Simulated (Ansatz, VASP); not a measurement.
## SnSe: VASP beside Ansatz

Contents of POSCAR:

```
SnSe
1.0
    0.0000000000      2.9795938807      2.9795938807
    2.9795938807      0.0000000000      2.9795938807
    2.9795938807      2.9795938807      0.0000000000
Sn Se
1 1
Direct
    0.0000000000      0.0000000000      0.0000000000
    0.5000000000      0.5000000000      0.5000000000
```

Contents of INCAR.step1:

```
SYSTEM = SnSe
PREC = Accurate
ENCUT = 520
ISMEAR = 0
SIGMA = 0.02
LREAL = .False.
LASPH = .True.
NELM = 80
NBANDS = 17
GGA = PE
ALGO = Normal
EDIFF = 1E-4
LWAVE = .True.
LCHARG = .False.
```

Contents of INCAR.step2:

```
SYSTEM = SnSe
PREC = Accurate
ENCUT = 520
EDIFF = 1E-6
ISMEAR = 0
SIGMA = 0.02
LREAL = .False.
LASPH = .True.
NELM = 80
ALGO = Normal
ISIF = 2
LWAVE = .False.
LCHARG = .False.
METAGGA = R2SCAN
LMIXTAU = .True.
NBANDS = 17
ISTART = 1
```

Contents of KPOINTS:

```
Automatic mesh
0
Gamma
  10 10 10
  0 0 0
```

Input for Ansatz:

```yaml
crystal:
  lattice:
    - [0.0, 2.9795938807, 2.9795938807]
    - [2.9795938807, 0.0, 2.9795938807]
    - [2.9795938807, 2.9795938807, 0.0]
  atoms:
    - { symbol: Sn, position: [0.0, 0.0, 0.0] }
    - { symbol: Se, position: [0.5, 0.5, 0.5] }
basis:
  ecutwfc: 500
kpoints:
  mp_grid: { grid: [10, 10, 10] }
hamiltonian:
  xc: r2scan
scf:
  occupations: { method: gaussian, width: 0.02 }
output:
  forces: true
  stress: true
  eigenvalues: true
```

Alike in both runs: task single point; functional r2SCAN; k mesh 10 × 10 × 10; occupations gaussian, width 0.02 eV; no spin polarisation.

```csv
,VASP,Ansatz
version,VASP 6.6.1,Ansatz 0.2.0
potentials or method,"VASP PAW PBE potentials, release 64 (Sn_d, Se)","scalar-relativistic, plane waves, PAW"
plane-wave cutoff (eV),520,500
valence electrons in the cell,20,30
```

|  | VASP | Ansatz | Ansatz less VASP |
| --- | --- | --- | --- |
| gap on the k mesh at the Fermi level (eV) | 0.50 | 0.50 | 0.000 |
| least direct gap on the mesh (eV) | 0.60 | 0.60 | +0.001 |
| pressure (GPa) | 1.7 | 1.7 | -0.01 |

The two sets of potentials don't hold the same shells in valence.

Caveats: the PAW data sets were made with another functional, which shifts forces and pressure a little (VASP); spin-orbit coupling is left out, which moves the levels of the heavy elements.
